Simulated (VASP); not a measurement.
The system is Pb.

```
Pb
1.0
     0.00000    2.47502    2.47502
     2.47502    0.00000    2.47502
     2.47502    2.47502    0.00000
Pb
1
Direct
  0.00000 0.00000 0.00000
```

| Item | Value |
| --- | --- |
| Program | VASP 6.6.1 |
| Task | relaxation of cell and atoms |
| Functional | PBE |
| Potentials or basis | VASP PAW PBE potentials, release 64 (Pb_d_GW) |
| Cutoff | 680 eV |
| k mesh | 9 × 9 × 9 |
| Occupations | fermi-dirac, width 0.05 eV |
| Spin | no spin polarisation |

At the start: pressure 2.2 GPa; volume 30.32 Å³/atom.

Q: How do energy, volume and symmetry change on relaxing?

A: Over 3 steps the energy falls by 10.4 meV/atom and the volume is 31.87 Å³/atom (+5.1 %); space group Fm-3m (No. 225, to 0.05 Å).

Step by step:
```
step  energy change (eV)  largest force (eV/Å)  pressure (GPa)  volume (Å³)
   1              0.0000                0.0000            2.25        30.32
   2             -0.0099                0.0000           -0.42        32.23
   3             -0.0104                0.0000            0.00        31.87
```

Final structure:
```cif
data_structure
_symmetry_space_group_name_H-M 'P 1'
_symmetry_Int_Tables_number 1
_cell_length_a 3.5589
_cell_length_b 3.5589
_cell_length_c 3.5589
_cell_angle_alpha 60.000
_cell_angle_beta 60.000
_cell_angle_gamma 60.000
_cell_volume 31.87
loop_
_atom_site_label
_atom_site_type_symbol
_atom_site_fract_x
_atom_site_fract_y
_atom_site_fract_z
_atom_site_occupancy
Pb1 Pb 0.00000 0.00000 0.00000 1
```

The cell as given is a measured one (30.32 Å³/atom); PBE puts the equilibrium volume +5.1 % from it, thermal expansion not counted.
